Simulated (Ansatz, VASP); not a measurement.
Na in VASP and in Ansatz

File INCAR:

```
SYSTEM = Na
ALGO = Fast
EDIFF = 1E-6
ENCUT = 520
GGA = PS
ISIF = 2
ISMEAR = 0
LASPH = .TRUE.
LCHARG = .FALSE.
LREAL = .FALSE.
LWAVE = .FALSE.
NBANDS = 14
NELM = 100
PREC = Accurate
SIGMA = 0.1
```

The input KPOINTS:

```
k-points
0
G
  12 12 6
  0 0 0
```

Contents of POSCAR:

```
Na
1.0
    3.7196409407      0.0000000000      0.0000000000
   -1.8598204703      3.2213035476      0.0000000000
    0.0000000000      0.0000000000      6.0617176446
Na
2
Direct
    0.3333333333      0.6666666667      0.2500000000
    0.6666666667      0.3333333333      0.7500000000
```

Input for Ansatz:

```yaml
crystal:
  lattice:
    - [3.7196409407, 0.0, 0.0]
    - [-1.8598204703, 3.2213035476, 0.0]
    - [0.0, 0.0, 6.0617176446]
  atoms:
    - { symbol: Na, position: [0.3333333333, 0.6666666667, 0.25] }
    - { symbol: Na, position: [0.6666666667, 0.3333333333, 0.75] }
basis:
  ecutwfc: 420
kpoints:
  mp_grid: { grid: [12, 12, 6] }
hamiltonian:
  xc: pbesol
scf:
  occupations: { method: gaussian, width: 0.1 }
output:
  forces: true
  stress: true
  eigenvalues: true
```

Alike in both runs: task single point; functional PBEsol; k mesh 12 × 12 × 6; occupations gaussian, width 0.1 eV; no spin polarisation.

```csv
,VASP,Ansatz
version,VASP 6.6.1,Ansatz 0.2.0
potentials or method,"VASP PAW PBE potentials, release 64 (Na_pv)","scalar-relativistic, plane waves, PAW"
plane-wave cutoff (eV),520,420
valence electrons in the cell,14,18
```

```tsv
	VASP	Ansatz	Ansatz less VASP
gap on the k mesh at the Fermi level (eV)	none	none	-
pressure (GPa)	0.0	0.0	-0.01
largest component of the traceless stress (GPa)	0.05	0.05	0.000
```

A gap of «none» marks a metal or a gap that the smearing closes. The two sets of potentials don't hold the same shells in valence.

Caveats: the PAW data sets were made with another functional, which shifts forces and pressure a little (VASP).
